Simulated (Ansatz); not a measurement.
# Li15Se8: the cost of one run

Method: DFT PBEsol, scalar-relativistic, plane waves, PAW, in Ansatz 0.2.0.

4 further runs of the same task are left out: 1 that didn't finish, 3 set aside as unsound or not needed.

## (1) The system as given

It takes space group F-43m (No. 216, cubic). The conventional cell has a = 11.890 Å, b = 11.890 Å, c = 11.890 Å, α = 90.00°, β = 90.00°, γ = 90.00°. Li (site symmetry 2mm) has 4 Se at 2.57 Å as nearest neighbours. Around Li (site symmetry -43m) lie 4 Se at 2.57 Å. Se (site symmetry 3m) has 7 Li at 2.57 Å as nearest neighbours. Around Se (site symmetry 3m) lie 8 Li at 2.57 Å.

Coordinates:

```
Li Se
1.0
     5.94475    0.00000    5.94475
     5.94475    5.94475    0.00000
     0.00000    5.94475    5.94475
Li Se
15 8
Cartesian
  4.4586 4.4586 1.4862
  4.4586 1.4862 4.4586
  7.4309 4.4586 4.4586
  1.4862 4.4586 4.4586
  4.4586 7.4309 4.4586
  4.4586 4.4586 7.4309
  7.4309 7.4309 7.4309
  4.4586 4.4586 4.4586
  7.4309 7.4309 4.4586
  7.4309 4.4586 7.4309
  10.4033 7.4309 7.4309
  4.4586 7.4309 7.4309
  7.4309 10.4033 7.4309
  7.4309 7.4309 10.4033
  10.4033 10.4033 10.4033
  0.0000 2.9724 2.9724
  2.9724 5.9448 2.9724
  2.9724 2.9724 5.9448
  5.9448 5.9448 5.9448
  0.0000 0.0000 0.0000
  2.9724 2.9724 0.0000
  2.9724 0.0000 2.9724
  5.9448 2.9724 2.9724
```

It is built from the cell relaxed beforehand with the same method (17.51 Å³/atom).

## (2) Setting up the jump

The supercell lacks one Li atom, at fractional position (0.125, 0.125, 0.125), and holds 23 atoms. Atom 9 (Li), 2.97 Å away, is to jump into the empty site. The cell is fixed.

## (3) Relaxing around the vacancy

The input, input.yaml:

```yaml
crystal:
  lattice:
    - [5.9447526219, 0.0, 5.9447526219]
    - [5.9447526219, 5.9447526219, 0.0]
    - [0.0, 5.9447526219, 5.9447526219]
  atoms:
    - { symbol: Li, position: [0.125, 0.625, 0.125] }
    - { symbol: Li, position: [0.625, 0.125, 0.125] }
    - { symbol: Li, position: [0.625, 0.625, 0.125] }
    - { symbol: Li, position: [0.125, 0.125, 0.625] }
    - { symbol: Li, position: [0.125, 0.625, 0.625] }
    - { symbol: Li, position: [0.625, 0.125, 0.625] }
    - { symbol: Li, position: [0.625, 0.625, 0.625] }
    - { symbol: Li, position: [0.375, 0.375, 0.375] }
    - { symbol: Li, position: [0.375, 0.875, 0.375] }
    - { symbol: Li, position: [0.875, 0.375, 0.375] }
    - { symbol: Li, position: [0.875, 0.875, 0.375] }
    - { symbol: Li, position: [0.375, 0.375, 0.875] }
    - { symbol: Li, position: [0.375, 0.875, 0.875] }
    - { symbol: Li, position: [0.875, 0.375, 0.875] }
    - { symbol: Li, position: [0.875, 0.875, 0.875] }
    - { symbol: Se, position: [0.0, 0.0, 0.5] }
    - { symbol: Se, position: [0.0, 0.5, 0.5] }
    - { symbol: Se, position: [0.5, 0.0, 0.5] }
    - { symbol: Se, position: [0.5, 0.5, 0.5] }
    - { symbol: Se, position: [0.0, 0.0, 0.0] }
    - { symbol: Se, position: [0.0, 0.5, 0.0] }
    - { symbol: Se, position: [0.5, 0.0, 0.0] }
    - { symbol: Se, position: [0.5, 0.5, 0.0] }
basis:
  ecutwfc: 420
kpoints:
  mp_grid: { grid: [4, 4, 4] }
hamiltonian:
  xc: pbesol
scf:
  occupations: { method: gaussian, width: 0.05 }
output:
  forces: true
  stress: true
  eigenvalues: true
  write_density: true
  write_potential: true
  elf: true
  volumetric_format: npy
relax:
  adjacent_minimum: "off"
  f_tol: 0.02
  max_steps: 50
```

Run with:

```sh
$ ansatz run input.yaml --threads 4 --pin off --max-ram 9216MiB --backend cpu --events-out ev --progress --plain --runs-dir out
```

**Question.** How long does this run take on 4 threads of Intel Xeon 6975P-C (Granite Rapids), shared host, and how much memory does it need?

About 18 s, with a peak of 1.3 GiB.
